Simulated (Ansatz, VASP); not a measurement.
# Al2SiCN2 (twisted h-AlN/h-SiC alternating trilayer, 17.90 deg): VASP beside Ansatz, part 2 of 2

One calculation is typed for both programs; each brings its own data sets. How far apart do they land? The cell is taken from a series of runs on this material, whose earlier steps may have relaxed, scaled, displaced or heated it; both programs get it as it stands.

VASP 6.6.1 and Ansatz 0.2.0.

So far: The starting structure; VASP: single point, PBE with D3(BJ).

## Step 3: Ansatz: single point, PBE with D3(BJ)

Level of this step: Ansatz beside VASP: Kohn-Sham DFT, plane waves, PBE with D3(BJ) (Ansatz).

Ansatz runs on its default PAW (the set named soft_2) files.

The same cell, functional and mesh now go to Ansatz, which takes its cutoff from its data sets.

input.yaml

```yaml
crystal:
  lattice:
    - [17.3436, 0.0, 0.0]
    - [-8.6718, 15.02, 0.0]
    - [0.0, 0.0, 20.35]
  atoms:
    - { symbol: Al, position: [0.07513, 0.11921, 0.34372] }
    - { symbol: "N", position: [0.11914, 0.04482, 0.34386] }
    - { symbol: Al, position: [0.10726, 0.31153, 0.34397] }
    - { symbol: "N", position: [0.15054, 0.23756, 0.3434] }
    - { symbol: Al, position: [0.13929, 0.50412, 0.34316] }
    - { symbol: "N", position: [0.18388, 0.43011, 0.34347] }
    - { symbol: Al, position: [0.17285, 0.69971, 0.3441] }
    - { symbol: "N", position: [0.21547, 0.62437, 0.34398] }
    - { symbol: Al, position: [0.20412, 0.8916, 0.34387] }
    - { symbol: "N", position: [0.24701, 0.81639, 0.3434] }
    - { symbol: Al, position: [0.23524, 0.08557, 0.34462] }
    - { symbol: "N", position: [0.27933, 0.01112, 0.3438] }
    - { symbol: Al, position: [0.26893, 0.2801, 0.34548] }
    - { symbol: "N", position: [0.31184, 0.20346, 0.3446] }
    - { symbol: Al, position: [0.30208, 0.47325, 0.34371] }
    - { symbol: "N", position: [0.3448, 0.39865, 0.34386] }
    - { symbol: Al, position: [0.33372, 0.66604, 0.34406] }
    - { symbol: "N", position: [0.37578, 0.59239, 0.34368] }
    - { symbol: Al, position: [0.36556, 0.85959, 0.34418] }
    - { symbol: "N", position: [0.40945, 0.78628, 0.34408] }
    - { symbol: Al, position: [0.39751, 0.05355, 0.34439] }
    - { symbol: "N", position: [0.44201, 0.97873, 0.34413] }
    - { symbol: Al, position: [0.43013, 0.24696, 0.3434] }
    - { symbol: "N", position: [0.4737, 0.17223, 0.34447] }
    - { symbol: Al, position: [0.46064, 0.43984, 0.34368] }
    - { symbol: "N", position: [0.50427, 0.36526, 0.34355] }
    - { symbol: Al, position: [0.49401, 0.63389, 0.34368] }
    - { symbol: "N", position: [0.53625, 0.55873, 0.34432] }
    - { symbol: Al, position: [0.52741, 0.82887, 0.34382] }
    - { symbol: "N", position: [0.56949, 0.75103, 0.34403] }
    - { symbol: Al, position: [0.55922, 0.02038, 0.34461] }
    - { symbol: "N", position: [0.60089, 0.94561, 0.34374] }
    - { symbol: Al, position: [0.59073, 0.21437, 0.34405] }
    - { symbol: "N", position: [0.63433, 0.13987, 0.34434] }
    - { symbol: Al, position: [0.62455, 0.40802, 0.34355] }
    - { symbol: "N", position: [0.66564, 0.3328, 0.34321] }
    - { symbol: Al, position: [0.65572, 0.60163, 0.34367] }
    - { symbol: "N", position: [0.69872, 0.52705, 0.34359] }
    - { symbol: Al, position: [0.68766, 0.79508, 0.34433] }
    - { symbol: "N", position: [0.73187, 0.72006, 0.3441] }
    - { symbol: Al, position: [0.71974, 0.98793, 0.34453] }
    - { symbol: "N", position: [0.76413, 0.91437, 0.34309] }
    - { symbol: Al, position: [0.75259, 0.18302, 0.3439] }
    - { symbol: "N", position: [0.79509, 0.10794, 0.34418] }
    - { symbol: Al, position: [0.78357, 0.3754, 0.34407] }
    - { symbol: "N", position: [0.82813, 0.30126, 0.34375] }
    - { symbol: Al, position: [0.8179, 0.57047, 0.34341] }
    - { symbol: "N", position: [0.85928, 0.49356, 0.34428] }
    - { symbol: Al, position: [0.84915, 0.76293, 0.34467] }
    - { symbol: "N", position: [0.89126, 0.68873, 0.34442] }
    - { symbol: Al, position: [0.88133, 0.95614, 0.34436] }
    - { symbol: "N", position: [0.92522, 0.882, 0.34358] }
    - { symbol: Al, position: [0.91442, 0.15073, 0.3436] }
    - { symbol: "N", position: [0.95705, 0.07556, 0.34375] }
    - { symbol: Al, position: [0.94647, 0.34503, 0.34532] }
    - { symbol: "N", position: [0.98869, 0.26825, 0.3441] }
    - { symbol: Al, position: [0.97825, 0.53638, 0.34338] }
    - { symbol: "N", position: [0.02159, 0.46268, 0.34363] }
    - { symbol: Al, position: [0.01037, 0.73172, 0.34544] }
    - { symbol: "N", position: [0.05374, 0.65548, 0.34464] }
    - { symbol: Al, position: [0.04348, 0.92515, 0.34406] }
    - { symbol: "N", position: [0.08611, 0.84905, 0.34407] }
    - { symbol: Si, position: [0.84938, 0.08563, 0.49912] }
    - { symbol: C, position: [0.89276, 0.20469, 0.49905] }
    - { symbol: Si, position: [0.81746, 0.24827, 0.49831] }
    - { symbol: C, position: [0.86088, 0.36611, 0.49931] }
    - { symbol: Si, position: [0.65614, 0.05342, 0.49929] }
    - { symbol: C, position: [0.69848, 0.17179, 0.49986] }
    - { symbol: Si, position: [0.78572, 0.40804, 0.49874] }
    - { symbol: C, position: [0.82809, 0.52624, 0.49947] }
    - { symbol: Si, position: [0.62342, 0.21498, 0.49897] }
    - { symbol: C, position: [0.66703, 0.33369, 0.49879] }
    - { symbol: Si, position: [0.46243, 0.02156, 0.49904] }
    - { symbol: C, position: [0.50531, 0.13944, 0.49844] }
    - { symbol: Si, position: [0.75401, 0.57052, 0.4983] }
    - { symbol: C, position: [0.79555, 0.68799, 0.49926] }
    - { symbol: Si, position: [0.59163, 0.37666, 0.4991] }
    - { symbol: C, position: [0.63491, 0.49439, 0.49861] }
    - { symbol: Si, position: [0.42929, 0.18293, 0.49942] }
    - { symbol: C, position: [0.47378, 0.30048, 0.49905] }
    - { symbol: Si, position: [0.26879, 0.98907, 0.49898] }
    - { symbol: C, position: [0.31161, 0.10756, 0.49823] }
    - { symbol: Si, position: [0.72012, 0.73085, 0.49848] }
    - { symbol: C, position: [0.76295, 0.84896, 0.50023] }
    - { symbol: Si, position: [0.55962, 0.53804, 0.49878] }
    - { symbol: C, position: [0.60216, 0.65518, 0.49927] }
    - { symbol: Si, position: [0.39906, 0.34517, 0.4995] }
    - { symbol: C, position: [0.44095, 0.46293, 0.49938] }
    - { symbol: Si, position: [0.23732, 0.1515, 0.50047] }
    - { symbol: C, position: [0.27975, 0.26961, 0.49898] }
    - { symbol: Si, position: [0.07505, 0.95635, 0.50022] }
    - { symbol: C, position: [0.11791, 0.07485, 0.49876] }
    - { symbol: Si, position: [0.68855, 0.89142, 0.49928] }
    - { symbol: C, position: [0.73229, 0.01149, 0.49922] }
    - { symbol: Si, position: [0.52628, 0.69794, 0.49903] }
    - { symbol: C, position: [0.57025, 0.81816, 0.49944] }
    - { symbol: Si, position: [0.36581, 0.50502, 0.49929] }
    - { symbol: C, position: [0.40844, 0.62382, 0.49988] }
    - { symbol: Si, position: [0.20425, 0.31261, 0.49955] }
    - { symbol: C, position: [0.24779, 0.43048, 0.49925] }
    - { symbol: Si, position: [0.04282, 0.11846, 0.49957] }
    - { symbol: C, position: [0.08605, 0.23623, 0.49933] }
    - { symbol: Si, position: [0.88101, 0.92404, 0.49928] }
    - { symbol: C, position: [0.92415, 0.04243, 0.49981] }
    - { symbol: Si, position: [0.49539, 0.85986, 0.49949] }
    - { symbol: C, position: [0.53805, 0.97838, 0.49858] }
    - { symbol: Si, position: [0.33274, 0.66647, 0.49982] }
    - { symbol: C, position: [0.3777, 0.78561, 0.49918] }
    - { symbol: Si, position: [0.17182, 0.47326, 0.49901] }
    - { symbol: C, position: [0.21538, 0.59163, 0.4994] }
    - { symbol: Si, position: [0.01121, 0.28021, 0.49989] }
    - { symbol: C, position: [0.05349, 0.39798, 0.49966] }
    - { symbol: Si, position: [0.30039, 0.82784, 0.49921] }
    - { symbol: C, position: [0.34432, 0.94636, 0.4991] }
    - { symbol: Si, position: [0.14054, 0.63415, 0.49867] }
    - { symbol: C, position: [0.18332, 0.75248, 0.49876] }
    - { symbol: Si, position: [0.97764, 0.44014, 0.49924] }
    - { symbol: C, position: [0.02232, 0.55906, 0.4997] }
    - { symbol: Si, position: [0.10911, 0.79569, 0.49897] }
    - { symbol: C, position: [0.15009, 0.91457, 0.49893] }
    - { symbol: Si, position: [0.9465, 0.60267, 0.49902] }
    - { symbol: C, position: [0.98855, 0.72029, 0.49925] }
    - { symbol: Si, position: [0.91366, 0.76264, 0.49972] }
    - { symbol: C, position: [0.95731, 0.88141, 0.49907] }
    - { symbol: Al, position: [0.07551, 0.11837, 0.65546] }
    - { symbol: "N", position: [0.11864, 0.04353, 0.65632] }
    - { symbol: Al, position: [0.10786, 0.31246, 0.6556] }
    - { symbol: "N", position: [0.15149, 0.23751, 0.65634] }
    - { symbol: Al, position: [0.13931, 0.50507, 0.65568] }
    - { symbol: "N", position: [0.18251, 0.4299, 0.65649] }
    - { symbol: Al, position: [0.17189, 0.69859, 0.65566] }
    - { symbol: "N", position: [0.21435, 0.62315, 0.65661] }
    - { symbol: Al, position: [0.20467, 0.89274, 0.65573] }
    - { symbol: "N", position: [0.24765, 0.81668, 0.65644] }
    - { symbol: Al, position: [0.2355, 0.08599, 0.65519] }
    - { symbol: "N", position: [0.27877, 0.01031, 0.65507] }
    - { symbol: Al, position: [0.26861, 0.27932, 0.65614] }
    - { symbol: "N", position: [0.3114, 0.2049, 0.65592] }
    - { symbol: Al, position: [0.30078, 0.47361, 0.65639] }
    - { symbol: "N", position: [0.34383, 0.39678, 0.65605] }
    - { symbol: Al, position: [0.33255, 0.66713, 0.65585] }
    - { symbol: "N", position: [0.37585, 0.59157, 0.65603] }
    - { symbol: Al, position: [0.36568, 0.85978, 0.65567] }
    - { symbol: "N", position: [0.40929, 0.78537, 0.65659] }
    - { symbol: Al, position: [0.39795, 0.05372, 0.65601] }
    - { symbol: "N", position: [0.44017, 0.97748, 0.65591] }
    - { symbol: Al, position: [0.42917, 0.24638, 0.65559] }
    - { symbol: "N", position: [0.47321, 0.17143, 0.6566] }
    - { symbol: Al, position: [0.46313, 0.44131, 0.65561] }
    - { symbol: "N", position: [0.50561, 0.36625, 0.65565] }
    - { symbol: Al, position: [0.49452, 0.63461, 0.65665] }
    - { symbol: "N", position: [0.53644, 0.55965, 0.6562] }
    - { symbol: Al, position: [0.52654, 0.82716, 0.65584] }
    - { symbol: "N", position: [0.5706, 0.7535, 0.65595] }
    - { symbol: Al, position: [0.55901, 0.02181, 0.65659] }
    - { symbol: "N", position: [0.60293, 0.94651, 0.65526] }
    - { symbol: Al, position: [0.59065, 0.21449, 0.65525] }
    - { symbol: "N", position: [0.6346, 0.13905, 0.65591] }
    - { symbol: Al, position: [0.62333, 0.40886, 0.6562] }
    - { symbol: "N", position: [0.66653, 0.33264, 0.65603] }
    - { symbol: Al, position: [0.65724, 0.60263, 0.65638] }
    - { symbol: "N", position: [0.69767, 0.52617, 0.65678] }
    - { symbol: Al, position: [0.68773, 0.79557, 0.65591] }
    - { symbol: "N", position: [0.73087, 0.72048, 0.65571] }
    - { symbol: Al, position: [0.71901, 0.98866, 0.6562] }
    - { symbol: "N", position: [0.76241, 0.91359, 0.6552] }
    - { symbol: Al, position: [0.75269, 0.18389, 0.65647] }
    - { symbol: "N", position: [0.79556, 0.10819, 0.65609] }
    - { symbol: Al, position: [0.78371, 0.37545, 0.65566] }
    - { symbol: "N", position: [0.82859, 0.30027, 0.65554] }
    - { symbol: Al, position: [0.81805, 0.56961, 0.65605] }
    - { symbol: "N", position: [0.86064, 0.49439, 0.65713] }
    - { symbol: Al, position: [0.84962, 0.76233, 0.6558] }
    - { symbol: "N", position: [0.89257, 0.68833, 0.65608] }
    - { symbol: Al, position: [0.88186, 0.95719, 0.65597] }
    - { symbol: "N", position: [0.92515, 0.88121, 0.65523] }
    - { symbol: Al, position: [0.914, 0.15057, 0.65647] }
    - { symbol: "N", position: [0.95785, 0.07558, 0.65565] }
    - { symbol: Al, position: [0.94526, 0.34236, 0.65635] }
    - { symbol: "N", position: [0.98921, 0.26921, 0.65527] }
    - { symbol: Al, position: [0.97916, 0.53888, 0.65617] }
    - { symbol: "N", position: [0.02178, 0.46378, 0.65533] }
    - { symbol: Al, position: [0.0113, 0.73158, 0.65609] }
    - { symbol: "N", position: [0.05339, 0.65559, 0.65568] }
    - { symbol: Al, position: [0.04255, 0.92564, 0.65664] }
    - { symbol: "N", position: [0.08659, 0.84944, 0.65515] }
kpoints:
  mp_grid: { grid: [1, 1, 1] }
hamiltonian:
  xc: pbe
  dispersion: d3bj
scf:
  occupations: { method: fixed }
output:
  forces: true
  populations: true
  dos:
    method: { smearing: { sigma: 0.08 } }
    de: 0.1
    projected:
      site_lists:
        Al: [Al]
        C: [C]
        "N": ["N"]
        Si: [Si]
        layer_1: [0, 1, 2, 3, 4, 5, 6, 7, 8, 9, 10, 11, 12, 13, 14, 15, 16, 17, 18, 19, 20, 21, 22, 23, 24, 25, 26, 27, 28, 29, 30, 31, 32, 33, 34, 35, 36, 37, 38, 39, 40, 41, 42, 43, 44, 45, 46, 47, 48, 49, 50, 51, 52, 53, 54, 55, 56, 57, 58, 59, 60, 61]
        layer_2: [62, 63, 64, 65, 66, 67, 68, 69, 70, 71, 72, 73, 74, 75, 76, 77, 78, 79, 80, 81, 82, 83, 84, 85, 86, 87, 88, 89, 90, 91, 92, 93, 94, 95, 96, 97, 98, 99, 100, 101, 102, 103, 104, 105, 106, 107, 108, 109, 110, 111, 112, 113, 114, 115, 116, 117, 118, 119, 120, 121, 122, 123]
        layer_3: [124, 125, 126, 127, 128, 129, 130, 131, 132, 133, 134, 135, 136, 137, 138, 139, 140, 141, 142, 143, 144, 145, 146, 147, 148, 149, 150, 151, 152, 153, 154, 155, 156, 157, 158, 159, 160, 161, 162, 163, 164, 165, 166, 167, 168, 169, 170, 171, 172, 173, 174, 175, 176, 177, 178, 179, 180, 181, 182, 183, 184, 185]
  eigenvalues: true
  write_density: true
  write_potential: true
  volumetric_format: npy
```

Launch:

```
$ ansatz run input.yaml --threads 8 --pin off --max-ram 15872MiB --backend cpu --events-out ev --progress --plain --runs-dir out
```

Numbers of over 12 decimals in the logs are rounded to 6 here.

What it wrote:

```text
Engine: ansatz 0.2.0, aarch64-unknown-linux-gnu
Pseudopotentials: kind: paw
Pseudopotential: Al, paw, valence charge 3, recommended cutoff 420 eV (normal), Al.paw.azcp
Pseudopotential: N, paw, valence charge 5, recommended cutoff 420 eV (normal), N.paw.azcp
Pseudopotential: Si, paw, valence charge 4, recommended cutoff 420 eV (normal), Si.paw.azcp
Pseudopotential: C, paw, valence charge 4, recommended cutoff 420 eV (normal), C.paw.azcp
Functional definition: PBE
  parameter kappa = 0.804
  parameter beta = 0.066725
  exchange = pbe_x(kappa = kappa, mu = beta*pi^2/3)
  correlation = pbe_c(beta = beta)
Crystal: 186 atoms, lattice volume = 5301.193 Å³
Basis set: ecut = 420 eV, 103563 PW (Γ), exchange–correlation on 240×240×288 points (8 copies of the dense FFT grid, shifted against one another)
Bands: 558, of which v1, the nominal top of the filled ones, is band 372 counted from 1 (371 counted from 0)
Symmetry: 1 space group operations
Space group: P1 (ITA 1), of the structure as read, at distance tolerance 1.7e-4 Å
k-points: 1
Non-local potential: Al, projectors of the file, l = 0: 2, l = 1: 2, l = 2: 1
Non-local potential: N, projectors of the file, l = 0: 2, l = 1: 2, l = 2: 1
Non-local potential: Si, projectors of the file, l = 0: 2, l = 1: 2, l = 2: 2
Non-local potential: C, projectors of the file, l = 0: 2, l = 1: 2, l = 2: 1
PAW form: soft (Blöchl's): semilocal exchange-correlation on the pseudo side does not see the compensation charge
PAW one-centre angular grid: Al, 110 points (default); XC on 64 Gauss nodes
PAW one-centre angular grid: N, 110 points (default); XC on 64 Gauss nodes
PAW one-centre angular grid: Si, 110 points (default); XC on 64 Gauss nodes
PAW one-centre angular grid: C, 110 points (default); XC on 64 Gauss nodes
Initial density: superposition of atomic densities (neutral atoms: chi_scale 0, normalization atom), corrected by the library's trained network
Initial wavefunctions: pseudopotential atomic-orbital guess
Functional: x = pbe(κ = 0.804, μ = 0.219515), c = pbe(β = 0.066725)
SCF iter   1: F=—  HF=-84740.740512 eV  |F-HF|=—  |Δ(HF+E_count)|=         —  Δρ=2.15e-3  dr2=7.51e-1  ethr=1.77e-3  ⟨swp⟩=5.0  Hψ=2213  notcnv=0  defer=183
preconditioner: auto → Resta (q_TF=auto, 1.967 Å⁻¹)  ε∞=2.7  [insulator: Δε(μ)=1.764 eV  Ē_g=10.739 eV  n_scr=708 (ndim 8)  ℏωp=13.9 eV  f_vac=0.487  ε∞_Penn≈2.7  vacuum switching on, ρ_ref=8.4e-3 e/Å³]
SCF iter   2: F=—  HF=-84740.687040 eV  |F-HF|=—  |Δ(HF+E_count)|=   5.35e-2  Δρ=1.22e-3  dr2=8.93e-2  ethr=1.01e-4  ⟨swp⟩=2.0  Hψ=838  notcnv=0  defer=184
SCF iter   3: F=—  HF=-84740.703318 eV  |F-HF|=—  |Δ(HF+E_count)|=   1.63e-2  Δρ=5.74e-4  dr2=2.26e-2  ethr=1.20e-5  ⟨swp⟩=2.0  Hψ=722  notcnv=0  defer=184
SCF iter   4: F=—  HF=-84740.706420 eV  |F-HF|=—  |Δ(HF+E_count)|=   3.10e-3  Δρ=2.06e-4  dr2=2.79e-3  ethr=3.04e-6  ⟨swp⟩=2.0  Hψ=751  notcnv=0  defer=184
SCF iter   5: F=—  HF=-84740.706769 eV  |F-HF|=—  |Δ(HF+E_count)|=   3.49e-4  Δρ=5.27e-5  dr2=1.41e-4  ethr=3.75e-7  ⟨swp⟩=2.0  Hψ=720  notcnv=0  defer=181
SCF iter   6: F=—  HF=-84740.706871 eV  |F-HF|=—  |Δ(HF+E_count)|=   1.02e-4  Δρ=2.95e-5  dr2=5.82e-5  ethr=1.89e-8  ⟨swp⟩=3.0  Hψ=750  notcnv=0  defer=181
SCF iter   7: F=—  HF=-84740.708237 eV  |F-HF|=—  |Δ(HF+E_count)|=   1.37e-3  Δρ=7.23e-6  dr2=2.53e-6  ethr=7.83e-9  ⟨swp⟩=2.0  Hψ=749  notcnv=0  defer=181
SCF iter   8: F=—  HF=-84740.708238 eV  |F-HF|=—  |Δ(HF+E_count)|=   1.13e-6  Δρ=2.77e-6  dr2=3.75e-7  ethr=3.40e-10  ⟨swp⟩=2.0  Hψ=749  notcnv=0  defer=181
SCF iter   9: F=-84740.708238 eV  HF=-84740.708238 eV  |F-HF|=4.54e-8  |Δ(HF+E_count)|=   1.72e-7  Δρ=1.21e-6  dr2=8.87e-8  ethr=1.34e-11  ⟨swp⟩=36.0  Hψ=7164  notcnv=0
SCF 1 converged in 9 iterations: F = -84740.708238 eV  dr2 = 8.87e-8
  greatest PAW one-centre occupation: 0.793 electrons in one spin orbital (limit 2), on the N atom at site 57 (counted from 0), in its partial waves of l = 0
[...]
--- Löwdin populations: 186 sites ---
  site symbol       q [e]
     0     Al      1.8587
     1      N      6.0826
     2     Al      1.8528
     3      N      6.0859
     4     Al      1.8571
     5      N      6.0770
     6     Al      1.8640
     7      N      6.0731
     8     Al      1.8521
     9      N      6.0862
    10     Al      1.8514
    11      N      6.0751
    12     Al      1.8594
    13      N      6.0795
    14     Al      1.8530
    15      N      6.0971
    16     Al      1.8649
    17      N      6.0886
    18     Al      1.8544
    19      N      6.0800
    20     Al      1.8511
    21      N      6.0775
    22     Al      1.8606
    23      N      6.0835
[...]
178     Al      1.8442
   179      N      6.0837
   180     Al      1.8516
   181      N      6.0747
   182     Al      1.8569
   183      N      6.0918
   184     Al      1.8624
   185      N      6.0777
  spilling = 0.010223 (of n_electrons = 744.000000)
```

## Step 4: Side by side

Known differences besides the potentials themselves: fixed occupations in Ansatz, narrow Gaussian smearing in VASP; the cutoff is 420 eV in Ansatz and 520 eV in VASP (PREC = Accurate, projectors in real space). Total energies have different zeros and are not compared.

The two programs side by side:

| quantity | Ansatz | VASP | difference |
| --- | --- | --- | --- |
| gap on the k mesh (eV) | 1.684 | 1.675 | +0.009 |

Forces on 9 of the 186 atoms, those with the largest forces and the largest differences (eV/Å; atoms numbered as in POSCAR):

| atom | Ansatz x, y, z | VASP x, y, z |
| --- | --- | --- |
| Al9 | -0.614, 0.884, -0.172 | -0.616, 0.890, -0.171 |
| Al25 | -0.087, 0.594, 0.011 | -0.087, 0.606, 0.013 |
| Al59 | 0.137, 1.222, -0.130 | 0.140, 1.227, -0.132 |
| N71 | 0.625, -0.812, -0.359 | 0.630, -0.816, -0.361 |
| N112 | 0.921, 0.537, 0.173 | 0.926, 0.539, 0.173 |
| Si153 | -1.093, 0.071, 0.042 | -1.093, 0.070, 0.041 |
| C171 | -0.281, -1.028, -0.045 | -0.280, -1.032, -0.042 |
| C175 | -0.378, 0.453, 0.051 | -0.379, 0.463, 0.057 |
| C178 | -1.081, -0.314, 0.077 | -1.094, -0.312, 0.079 |

The forces differ by 2.7 meV/Å r.m.s., which is 0.8 % of the r.m.s. force of 0.337 eV/Å (both taken over all components). A gap on the mesh is an upper bound, since the band edges may lie between its points. With vacuum in the cell, a pressure given here is an average over mostly empty space and none of the material.

## Step 5: Summary of results

| Quantity | Value |
| --- | --- |
| r.m.s. force difference (single point, PBE with D3(BJ)) | 0.81 % of the r.m.s. force |

What this shows: The r.m.s. force difference is 0.81 % of the r.m.s. force (single point, PBE with D3(BJ)), within the 3 % picked in this series as the mark of a large difference. How closely two codes agree says nothing of how well the functional describes the real material.

[Lines on the potential files, build, host, timing and source positions are cut from VASP's logs without a mark.]

[Logs are printed without paths, hosts, clocks, repeated set-up lines and the standing remarks that a program may print on its own settings, such as how far it seeks lower states.]

[Hosts, paths, dates, database ids (printed as entryN), source tags and the programs' standing remarks are cut or masked in the printed files.]
